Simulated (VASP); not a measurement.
# ZnSe (Stilleite) (F-43m) in VASP: further runs, part 2 of 2

VASP 6.6.1.

### 3 Relaxation of cell and atoms, r2SCAN

INCAR

```
SYSTEM = ZnSe
PREC = Accurate ; ENCUT = 600
EDIFF = 1E-7 ; ISMEAR = 0
SIGMA = 0.03 ; LREAL = .False.
LASPH = .True. ; NELM = 80
ALGO = Normal ; ISIF = 3
LWAVE = .False. ; LCHARG = .False.
METAGGA = R2SCAN ; LMIXTAU = .True.
IBRION = 2 ; NSW = 90
EDIFFG = -0.005
```

KPOINTS

```
Automatic mesh
0
Gamma
  8 8 8
  0 0 0
```

POSCAR

```
ZnSe                                    
1.0
    0.0000000000      2.8338000000      2.8338000000
    2.8338000000      0.0000000000      2.8338000000
    2.8338000000      2.8338000000      0.0000000000
  Zn              Se            
     1     1
Direct
     0.0000000000000000    0.0000000000000000    0.0000000000000000
     0.2500000000000000    0.2500000000000000    0.2500000000000000
```

Potentials or basis: VASP PAW PBE potentials, release 64 (Zn, Se).

Run with:

```bash
cat potpaw_PBE.64/Zn/POTCAR potpaw_PBE.64/Se/POTCAR > POTCAR
mpirun -np 1 vasp_std > vasp.out
```

OUTCAR:

```text
SYSTEM = ZnSe
   PREC = Accurate
   ENCUT = 600
   EDIFF = 1E-7
   ISMEAR = 0
   LREAL = .False.
   LASPH = .True.
   NELM = 80
   ISIF = 3
   METAGGA = R2SCAN
   IBRION = 2
   NSW = 90
   EDIFFG = -0.005

 ion  position               nearest neighbor table
   1  0.000  0.000  0.000-   2 2.45   2 2.45   2 2.45   2 2.45
   2  0.250  0.250  0.250-   1 2.45   1 2.45   1 2.45   1 2.45

  LATTYP: Found a face centered cubic cell.
 ALAT       =     5.6676000000

  Lattice vectors:

 A1 = (   0.0000000000,   2.8338000000,   2.8338000000)
 A2 = (   2.8338000000,   0.0000000000,   2.8338000000)
 A3 = (   2.8338000000,   2.8338000000,   0.0000000000)

Analysis of symmetry for initial positions (statically):
=====================================================================
 Subroutine PRICEL returns:
 Original cell was already a primitive cell.

 Routine SETGRP: Setting up the symmetry group for a
 face centered cubic supercell.

 Subroutine GETGRP returns: Found 24 space group operations
 (whereof 24 operations were pure point group operations)
 out of a pool of 48 trial point group operations.

[... 179 lines left out ...]
      7       1.2980      2.00000
      8       1.2980      2.00000
      9       1.2980      2.00000
     10       3.1654      0.00000
     11       7.6137      0.00000
     12       7.6139      0.00000
     13       7.6139      0.00000
[... 354 lines left out ...]
  band No.  band energies     occupation
      1     -11.4641      2.00000
      2      -5.2818      2.00000
      3      -5.2455      2.00000
      4      -5.0240      2.00000
      5      -4.9832      2.00000
      6      -4.7834      2.00000
      7      -3.6492      2.00000
      8      -1.1305      2.00000
      9      -0.1895      2.00000
     10       6.0284      0.00000
     11       7.2618      0.00000
     12       9.2582      0.00000
     13      10.5339      0.00000

 [... further k-points ...]

------------------------ aborting loop because EDIFF is reached ----------------------------------------

  FORCE on cell =-STRESS in cart. coord.  units (eV):
  Direction    XX          YY          ZZ          XY          YZ          ZX
  --------------------------------------------------------------------------------------
  -------------------------------------------------------------------------------------
  Total       -0.0053131     -0.0053131     -0.0053131      0.0000000      0.0000000     -0.0000000
  in kB       -0.1870355     -0.1870355     -0.1870355      0.0000000      0.0000000     -0.0000000
  external PRESSURE =      -0.1870355 kB  Pullay stress =       0.0000000 kB

 VOLUME and BASIS-vectors are now :
 -----------------------------------------------------------------------------
  energy-cutoff  :      600.00
  volume of cell :       45.51
      direct lattice vectors                 reciprocal lattice vectors
     0.000000000  2.833800000  2.833800000    -0.176441527  0.176441527  0.176441527
     2.833800000  0.000000000  2.833800000     0.176441527 -0.176441527  0.176441527
     2.833800000  2.833800000  0.000000000     0.176441527  0.176441527 -0.176441527

 POSITION                                       TOTAL-FORCE (eV/Angst)
 -----------------------------------------------------------------------------------
      0.00000      0.00000      0.00000        -0.000000     -0.000000     -0.000000
      1.41690      1.41690      1.41690         0.000000      0.000000      0.000000
 -----------------------------------------------------------------------------------
    total drift:                                0.000026      0.000026      0.000026

  FREE ENERGIE OF THE ION-ELECTRON SYSTEM (eV)
  ---------------------------------------------------
  free  energy   TOTEN  =       -24.9107179527 eV

  energy  without entropy=      -24.9107179527  energy(sigma->0) =      -24.91071795

 reached required accuracy - stopping structural energy minimisation
```

Run time: 68 s. Hardware: 1 thread of Intel Xeon Platinum 8559C (Emerald Rapids), shared host; peak memory 0.19 GiB.

Results:

| Item | Value |
| --- | --- |
| Free energy | -24.9107 eV |
| Pressure after relaxing | 0.0 GPa |
| Band gap on the k mesh | 1.87 eV, direct |

Final structure:
```cif
data_structure
_symmetry_space_group_name_H-M 'P 1'
_symmetry_Int_Tables_number 1
_cell_length_a 4.0076
_cell_length_b 4.0076
_cell_length_c 4.0076
_cell_angle_alpha 60.000
_cell_angle_beta 60.000
_cell_angle_gamma 60.000
_cell_volume 45.51
loop_
_atom_site_label
_atom_site_type_symbol
_atom_site_fract_x
_atom_site_fract_y
_atom_site_fract_z
_atom_site_occupancy
Zn1 Zn 0.00000 0.00000 0.00000 1
Se1 Se 0.25000 0.25000 0.25000 1
```

Caveat: the relaxation stopped at its first step, so nothing moved; the PAW data sets were made with another functional, which shifts forces and pressure a little.
